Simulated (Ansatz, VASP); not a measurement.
One calculation of Zn, two programs

```xyz
2
Lattice="0.0000 2.9124 2.9124 2.9124 0.0000 2.9124 2.9124 2.9124 0.0000" Properties=species:S:1:pos:R:3 pbc="T T T"
Zn    0.7281    0.7281    0.7281
Zn    5.0967    5.0967    5.0967
```

Alike in both runs: functional PBE; k mesh 10 × 10 × 10; occupations fermi-dirac, width 0.1 eV; no spin polarisation.

Ansatz relaxed the structure, and its values are those at the end. VASP's run is a single point on that final structure, the one shown.

|  | VASP | Ansatz |
| --- | --- | --- |
| version | VASP 6.6.1 | Ansatz 0.2.0 |
| potentials or method | VASP PAW PBE potentials, release 64 (Zn) | plane waves (420 eV) with PAW, scalar-relativistic |
| plane-wave cutoff (eV) | 520 | 420 |
| valence electrons in the cell | 24 | 24 |

|  | VASP | Ansatz | Ansatz less VASP |
| --- | --- | --- | --- |
| pressure (GPa) | 0.1 | 0.0 | -0.12 |
